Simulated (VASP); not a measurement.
## Te2Pt: relaxation of cell and atoms with rev-vdW-DF2

The system is Te2Pt.

```
Te Pt
1.0
     4.01000    0.00000    0.00000
    -2.00500    3.47276    0.00000
     0.00000    0.00000    5.20100
Te Pt
2 1
Direct
  0.33333 0.66667 0.25000
  0.66667 0.33333 0.75000
  0.00000 0.00000 0.00000
```

```
Program                : VASP 6.6.1
Task                   : relaxation of cell and atoms
Functional             : rev-vdW-DF2
Potentials or basis    : VASP PAW PBE potentials, release 64 (Te, Pt)
Cutoff                 : 600 eV
k mesh                 : 12 × 12 × 7
Occupations            : methfessel-paxton, width 0.1 eV
Spin                   : no spin polarisation
Further INCAR settings : ALGO = Normal; EDIFF = 1e-06; IBRION = 2; EDIFFG = -0.01; NSW = 90; ISIF = 3
```

| Item | Value |
| --- | --- |
| Relaxed volume | 25.04 Å³/atom |
| Relaxed cell | a = 4.072 Å, b = 4.072 Å, c = 5.231 Å, α = 90.00°, β = 90.00°, γ = 120.00° |
| Space group after relaxing (to 0.05 Å) | P-3m1 (No. 164) |
| Energy gained by relaxing | 41.9 meV/atom |
| Ionic steps | 15 |
| Pressure after relaxing | 0.0 GPa |
| Band gap on the k mesh | none (metal or under the smearing width) |

The path:
```
step  energy change (eV)  largest force (eV/Å)  pressure (GPa)  volume (Å³)
   1              0.0000                1.1277            7.25        72.43
   2              0.1506                0.7650           -8.56        84.50
   3             -0.1144                0.2157           -0.55        76.83
   4             -0.1145                0.2396           -0.36        76.69
   5             -0.1145                0.2547           -0.21        76.60
   6             -0.1199                0.1763           -0.09        76.25
   7             -0.1232                0.0601            0.12        75.68
   8             -0.1241                0.0068           -0.38        75.83
   9             -0.1242                0.0118           -0.42        75.85
  10             -0.1248                0.0099           -0.37        75.67
  11             -0.1257                0.0071           -0.09        75.16
  12             -0.1257                0.0073           -0.06        75.11
  13             -0.1257                0.0071           -0.05        75.12
  14             -0.1257                0.0070           -0.06        75.14
  15             -0.1258                0.0008            0.00        75.11
```

Final structure:
```cif
data_structure
_symmetry_space_group_name_H-M 'P 1'
_symmetry_Int_Tables_number 1
_cell_length_a 4.0721
_cell_length_b 4.0721
_cell_length_c 5.2306
_cell_angle_alpha 90.000
_cell_angle_beta 90.000
_cell_angle_gamma 120.000
_cell_volume 75.11
loop_
_atom_site_label
_atom_site_type_symbol
_atom_site_fract_x
_atom_site_fract_y
_atom_site_fract_z
_atom_site_occupancy
Te1 Te 0.33333 0.66667 0.26198 1
Te2 Te 0.66667 0.33333 0.73802 1
Pt1 Pt 0.00000 0.00000 0.00000 1
```

Levels at points of the mesh, in eV from the Fermi level:
| k point | band 8 | band 9 | band 10 | band 11 | band 12 | band 13 | band 14 | band 15 |
| --- | --- | --- | --- | --- | --- | --- | --- | --- |
| (0.00, 0.00, 0.00) | -2.58 | -0.44 | -0.44 | 0.91 | 0.91 | 1.48 | 2.77 | 4.00 |
| (0.50, 0.00, 0.00) | -3.29 | -3.26 | -3.24 | -2.80 | 0.12 | 2.48 | 3.87 | 5.36 |

Run time: 17 min on 1 thread of Intel(R) Xeon(R) Platinum 8375C CPU @ 2.90GHz (Ice Lake) (shared host), peak memory 0.58 GiB.

Caveat: the PAW data sets were made with another functional, which shifts forces and pressure a little. Spin-orbit coupling is left out, which matters for the levels of Pt, Te.
